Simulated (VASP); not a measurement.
# Sb: single point with r2SCAN

Sb:

```
Sb
1.0
    -1.57654    1.57654    2.71194
     1.57654   -1.57654    2.71194
     1.57654    1.57654   -2.71194
Sb
1
Direct
  0.00000 0.00000 0.00000
```

This isn't the form of Sb at room conditions, which is rhombohedral.

```
Program             : VASP 6.6.1
Task                : single point
Functional          : r2SCAN
Potentials or basis : VASP PAW PBE potentials, release 64 (Sb)
Cutoff              : 900 eV
k mesh              : 18 × 18 × 18
Occupations         : gaussian, width 0.1 eV
Spin                : no spin polarisation
```

* Pressure: 1.3 GPa
* Band gap on the k mesh: none (metal or under the smearing width)

Stress tensor (GPa, compression positive):
```
0.80 0.00 0.00
0.00 0.80 0.00
0.00 0.00 2.28
```

Levels at points of the mesh, in eV from the Fermi level:
| k point | band 1 | band 2 | band 3 | band 4 | band 5 | band 6 |
| --- | --- | --- | --- | --- | --- | --- |
| (0.00, 0.00, 0.00) | -13.60 | 4.85 | 5.73 | 5.73 | 9.70 | 11.21 |
| (0.50, 0.00, 0.00) | -9.52 | -6.14 | 1.81 | 5.67 | 6.55 | 10.74 |
| (0.50, 0.50, 0.00) | -6.80 | -4.73 | -1.18 | 0.61 | 3.90 | 4.62 |
| (0.50, 0.50, 0.50) | -9.66 | -6.01 | 2.21 | 2.21 | 6.13 | 6.72 |

It took 6.8 min on 1 thread of Intel(R) Xeon(R) 6975P-C (Granite Rapids), on a shared host, peak memory 0.38 GiB.

Caveat: the PAW data sets were made with another functional, which shifts forces and pressure a little. Spin-orbit coupling is left out, which matters for the levels of Sb.
